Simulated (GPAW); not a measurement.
# TlCl (honeycomb monolayer): dielectric function and energy loss, part 2 of 2

Aim: ε(ω) and the loss function of TlCl (honeycomb monolayer), with and without local fields, at several momentum transfers.

GPAW 26.7.0; LDA and many-body steps on it, plane waves.

So far. Step 3 (RPA response): The static value is 1.30. Step 4 (RPA response, local-field cutoff (15×15×1 mesh, 199 …): The static value is 1.63.

## 6. RPA response, scissors (15×15×1 mesh, 199 bands, screening to 50 eV, broadening 0.2 eV)

Level of this step: linear response, RPA, on LDA, plane waves, PAW (GPAW).

Input file run.py:

```python
import json
import numpy as np
from gpaw.mpi import world
from gpaw.response.df import DielectricFunction

df = DielectricFunction('full.gpw',
    ecut=50,
    nbands=199,
    eta=0.2,
    frequencies={'type': 'nonlinear', 'domega0': 0.05, 'omega2': 10.0},
    intraband=False,
    truncation='2D',
    eshift=1.0,
    txt='df.txt')
res = {'optical': {}, 'eels': []}
for d in 'x':
    y0, y = df.get_polarizability(direction=d, xc='RPA', filename=None)
    res['optical'][d] = [y0.real, y0.imag, y.real, y.imag]
res['w'] = df.get_frequencies()
for q_c in []:
    res['eels'].append(df.get_eels_spectrum(q_c=q_c, xc='RPA', filename=None))

if world.rank == 0:
    with open('result.json', 'w') as f:
        json.dump(res, f, default=lambda x: x.tolist())
```

Started as:

```bash
> mpirun -n 8 gpaw python run.py
```

Standard output:

```text
Using integrator: PointIntegrator
NonLinearFrequencyDescriptor(from 0.000 to 82.956 eV, 375 points)
Nonperiodic BCs:  [False False  True]
Using integrator: PointIntegrator
NonLinearFrequencyDescriptor(from 0.000 to 82.956 eV, 375 points)
Nonperiodic BCs:  [False False  True]

Calculating chi0 body with:
    Ground state adapter containing:
    Number of spins: 1
    Number of kpoints: 225
    Number of irreducible kpoints: 27
    Number of completely occupied states: 10
    Number of partially occupied states: 10
    Occupied states memory: 3.41796875 M / cpu

[...]
Ground state adapter containing:
    Number of spins: 1
    Number of kpoints: 225
    Number of irreducible kpoints: 27
    Number of completely occupied states: 10
    Number of partially occupied states: 10
    Occupied states memory: 3.41796875 M / cpu

    Linear response parametrization:
    Number of frequency points: 375
    Planewave cutoff: 50.0
    Number of bands: 199
    Number of planewaves: 121
    Broadening (eta): 0.2
Integrating chi0 head and wings.

Symmetries of q_c:
    Direct symmetries (Uq -> q): 6
    Indirect symmetries (TUq -> q): 6
In total 12 allowed symmetries.

  [... matrices ...]
27 groups of equivalent kpoints. 88.0% reduction.

Integral kind: spectral function wings
```

The job ended after 22 s (8 MPI ranks of Intel Xeon Platinum 8375C at 2.90GHz (Ice Lake), shared host; peak memory 3.9 GiB).

Numbers from this step:

```yaml
static_polarisability_of_the_sheet_a: 1.116
the_same_without_local_fields: 1.383
```

The static value is 1.12.

The Im polarisability of the sheet has structure finer than the step of the table below, so its rows give means over 2 eV. Peaks (eV: height): xx, no local fields 4.6: 2.91, 6.2: 2.92, 8.0: 2.02; xx, local fields 4.8: 2.21, 6.4: 2.35, 8.0: 1.55.

RPA, broadening 0.2 eV. Table of Im polarisability of the sheet by photon energy; means over each step:

```
photon energy (eV)  xx, no local fields (Å)  xx, local fields (Å)
                 2                   0.0412                0.0307
                 4                     1.03                 0.714
                 6                     2.13                  1.81
                 8                     1.57                  1.22
                10                    0.930                 0.766
                12                    0.681                 0.500
                14                    0.562                 0.420
                16                    0.426                 0.340
                18                    0.301                 0.302
                20                    0.162                 0.181
                22                    0.132                 0.184
                24                   0.0967                 0.137
                26                   0.0933                 0.127
                28                   0.0792                 0.117
                30                   0.0697                 0.110
                32                   0.0679                0.0940
                34                   0.0707                0.0747
                36                   0.0646                0.0672
                38                   0.0527                0.0512
```

## 7. RPA response, no empty band (15×15×1 mesh, 10 bands, screening to 30 eV, broadening 0.2 eV)

Changes to run.py since step 6:

```diff
@@ -6,4 +6,4 @@
 df = DielectricFunction('full.gpw',
-    ecut=50,
-    nbands=199,
+    ecut=30,
+    nbands=10,
     eta=0.2,
@@ -12,3 +12,2 @@
     truncation='2D',
-    eshift=1.0,
     txt='df.txt')
```

Started as:

```bash
> mpirun -n 8 gpaw python run.py
```

Standard output:

```text
Using integrator: PointIntegrator
NonLinearFrequencyDescriptor(from 0.000 to 13.480 eV, 174 points)
Nonperiodic BCs:  [False False  True]
Using integrator: PointIntegrator
NonLinearFrequencyDescriptor(from 0.000 to 13.480 eV, 174 points)
Nonperiodic BCs:  [False False  True]

Calculating chi0 body with:
    Ground state adapter containing:
    Number of spins: 1
    Number of kpoints: 225
    Number of irreducible kpoints: 27
    Number of completely occupied states: 10
    Number of partially occupied states: 10
    Occupied states memory: 3.41796875 M / cpu

[...]
Ground state adapter containing:
    Number of spins: 1
    Number of kpoints: 225
    Number of irreducible kpoints: 27
    Number of completely occupied states: 10
    Number of partially occupied states: 10
    Occupied states memory: 3.41796875 M / cpu

    Linear response parametrization:
    Number of frequency points: 174
    Planewave cutoff: 30.0
    Number of bands: 10
    Number of planewaves: 53
    Broadening (eta): 0.2
Integrating chi0 head and wings.

Symmetries of q_c:
    Direct symmetries (Uq -> q): 6
    Indirect symmetries (TUq -> q): 6
In total 12 allowed symmetries.

  [... matrices ...]
27 groups of equivalent kpoints. 88.0% reduction.

Integral kind: spectral function wings
```

It took 9.8 s on 8 MPI ranks; peak memory 2.3 GiB; 70 s of CPU time.

This step gave:

* static polarisability of the sheet (Å): 0
* the same without local fields: 0

The run ended normally, though the input holds a fault or crude settings.

The fault put into this input: no empty band.

## 8. The runs together

Times are wall times on 8 MPI ranks of Intel Xeon Platinum 8375C at 2.90GHz (Ice Lake), shared host, good to a factor of about two.

```
                                                                                             run  static polarisability (Å)  without local fields  loss peak (eV)     time
                                                                                    RPA response                       1.30                  1.63               -  1.9 min
RPA response, local-field cutoff (15×15×1 mesh, 199 bands, screening to 5 eV, broadening 0.2 eV)                       1.63                  1.63               -     30 s
       RPA response, fewer bands (15×15×1 mesh, 12 bands, screening to 50 eV, broadening 0.2 eV)                       1.04                  1.18               -     11 s
         RPA response, scissors (15×15×1 mesh, 199 bands, screening to 50 eV, broadening 0.2 eV)                       1.12                  1.38               -     22 s
```

## 9. Results

- RPA response: static polarisability (Å) 1.30
- RPA response, local-field cutoff (15×15×1 mesh, 199 bands, screening to 5 eV, broadening 0.2 eV): static polarisability (Å) 1.63
- RPA response, fewer bands (15×15×1 mesh, 12 bands, screening to 50 eV, broadening 0.2 eV): static polarisability (Å) 1.04
- RPA response, scissors (15×15×1 mesh, 199 bands, screening to 50 eV, broadening 0.2 eV): static polarisability (Å) 1.12

In words: In the optical limit the electronic static polarisability (Å) is 1.30, against 1.63 without local fields. RPA response, local-field cutoff (15×15×1 mesh, 199 bands, screening to 5 eV, broadening 0.2 eV): static polarisability (Å) = 1.63. RPA response, fewer bands (15×15×1 mesh, 12 bands, screening to 50 eV, broadening 0.2 eV): static polarisability (Å) = 1.04. RPA response, scissors (15×15×1 mesh, 199 bands, screening to 50 eV, broadening 0.2 eV): static polarisability (Å) = 1.12. ε(0) converges slowly with a Γ-centred mesh, and this one is not shown settled. Unless a shift is named, the levels are those of the density functional, and only a kernel with a long-range part can bind an exciton.

[Long decimals in the printed logs are rounded to 6 places.]

[Logs are printed without paths, hosts, clocks, repeated set-up lines and the standing remarks that a program may print on its own settings, such as how far it seeks lower states.]

[Paths, hosts, dates, memory and timing lines, banners, echoed tables and standing remarks are left out of the program output; an Ansatz launch command may be rebuilt from the run's recorded settings. Measured values are a selection of at most five: reports struck by readers or far from the other reports are left out. None is set beside runs whose start may be inverted or whose files or cutoffs have a known fault.]

[Runs of the session that timed out or met a known fault of the program may be left out.]

[Hosts, paths, dates, database ids (printed as entryN), source tags and the programs' standing remarks are cut or masked in the printed files.]

[Where the starting crystal was built by hand or by swapping elements, it need not be the compound's stable phase.]
